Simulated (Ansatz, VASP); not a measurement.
**V in VASP and in Ansatz**

```
V
1.0
    -1.52718    1.52718    1.52718
     1.52718   -1.52718    1.52718
     1.52718    1.52718   -1.52718
V
1
Direct
  0.00000 0.00000 0.00000
```

Alike in both runs: task single point; functional PBEsol; k mesh 20 × 20 × 20; occupations gaussian, width 0.1 eV; no spin polarisation.

|  | VASP | Ansatz |
| --- | --- | --- |
| version | VASP 6.6.1 | Ansatz 0.2.0 |
| potentials or method | VASP PAW PBE potentials, release 64 (V_sv) | scalar-relativistic, plane waves, PAW |
| plane-wave cutoff (eV) | 520 | 420 |
| valence electrons in the cell | 13 | 13 |

VASP gave:

| Quantity | Value |
| --- | --- |
| gap on the k mesh at the Fermi level (eV) | none |
| pressure (GPa) | -15.5 |

Q: Which values does Ansatz return?

A: gap on the k mesh at the Fermi level (eV): none; pressure (GPa): -15.7.

A gap of «none» marks a metal or a gap that the smearing closes. The functional is the same, so the differences come from potentials, cutoffs and numerics.

Caveats: so large a pressure means that the cell lies far from this level's equilibrium, or that cutoff or potentials fall short (VASP); the potentials were made for another functional, which shifts forces and pressure (VASP).
